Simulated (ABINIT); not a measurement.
Input of an ABINIT 10.8.3 (patched build) run:

File run.abi:

```
# Datasets: ground state, then fixed potential
ndtset 2

# Pseudopotentials
pp_dirpath "./"
pseudos "Pb.GGA_PBE-JTH_sp.xml, Se.GGA_PBE-JTH.xml"

# Structure
acell 3*1.0 Angstrom
rprim
     0.0000000000     3.0606500000     3.0606500000
     3.0606500000     0.0000000000     3.0606500000
     3.0606500000     3.0606500000     0.0000000000
ntypat 2
znucl 82 34
natom 2
typat 1 2
xred
     0.0000000000     0.0000000000     0.0000000000
     0.5000000000     0.5000000000     0.5000000000

# Plane-wave basis
ecut 15.0
pawecutdg 30.0

# Exchange and correlation
ixc -150130

# Bands and occupations
occopt 3
tsmear 0.00183747

# SCF cycle
nstep 100

# Output
iomode 3
prtwf 0
prteig 0
prtebands 0
enunit 2
prtden1 1

# Dataset 1
kptopt1 1
ngkpt1 8 8 8
nshiftk1 1
shiftk1 0.0 0.0 0.0
nband1 9
tolvrs1 1.0e-9

# Dataset 2: bands along G-X-W-K-G-L-U-W-L-K
iscf2 -2
getden2 1
nband2 13
nbdbuf2 2
tolwfr2 1.0e-12
kptopt2 -9
ndivsm2 6
prteig2 1
kptbounds2
     0.0000000000     0.0000000000     0.0000000000
     0.5000000000     0.0000000000     0.5000000000
     0.5000000000     0.2500000000     0.7500000000
     0.3750000000     0.3750000000     0.7500000000
     0.0000000000     0.0000000000     0.0000000000
     0.5000000000     0.5000000000     0.5000000000
     0.6250000000     0.2500000000     0.6250000000
     0.5000000000     0.2500000000     0.7500000000
     0.5000000000     0.5000000000     0.5000000000
     0.3750000000     0.3750000000     0.7500000000
```

Potentials or basis: JTH PAW PBE v2.0 sp.

Run with:

```sh
$ abinit run.abi > log 2>&1
```

Task: What does it give for the band gap along the path?

Result: 0.18 eV, direct.

Task: Estimate the pressure.

Result: -1.2 GPa.

Levels at the corners of the path, in eV from the valence-band top:
| point | band 2 | band 3 | band 4 | band 5 | band 6 | band 7 | band 8 | band 9 |
| --- | --- | --- | --- | --- | --- | --- | --- | --- |
| Γ | -6.29 | -1.83 | -1.83 | -1.83 | 4.74 | 4.74 | 4.74 | 6.16 |
| X | -7.38 | -5.06 | -3.24 | -3.24 | 3.45 | 5.64 | 5.64 | 6.05 |
| W | -8.02 | -4.30 | -4.30 | -0.78 | 1.83 | 4.91 | 4.91 | 7.42 |
| K | -8.05 | -4.65 | -2.75 | -2.44 | 3.35 | 4.00 | 5.44 | 5.59 |
| Γ | -6.29 | -1.83 | -1.83 | -1.83 | 4.74 | 4.74 | 4.74 | 6.16 |
| L | -8.83 | -1.49 | -1.49 | 0.00 | 0.18 | 1.65 | 1.65 | 7.89 |
| U | -8.05 | -4.65 | -2.75 | -2.44 | 3.35 | 4.00 | 5.44 | 5.59 |
| W | -8.02 | -4.30 | -4.30 | -0.78 | 1.83 | 4.91 | 4.91 | 7.42 |
| L | -8.83 | -1.49 | -1.49 | 0.00 | 0.18 | 1.65 | 1.65 | 7.89 |
| K | -8.05 | -4.65 | -2.75 | -2.44 | 3.35 | 4.00 | 5.44 | 5.59 |

Caveat: the PAW data sets were made with another functional, which shifts forces and pressure a little; spin-orbit coupling is left out, which as a rule narrows the gap of such compounds by several tenths of an eV; this set keeps more shells in the core, which shifts pressures and gaps.

**Measured values to compare with.**

A printed reference work, monograph reports, for a bulk crystal of PbSe at 4.2 K: band gap 0.15 eV (direct).

A measured gap of PbSe is 0.15 eV (direct; 4.2 K; a printed reference work, monograph); the calculated 0.18 eV misses it by +0.03 eV. 2 values of this kind are on record (0.15 to 0.28 eV); this one was drawn at random. Spin-orbit coupling on Pb, Se is left out. The value is that of SOGGA, without temperature or zero-point motion.
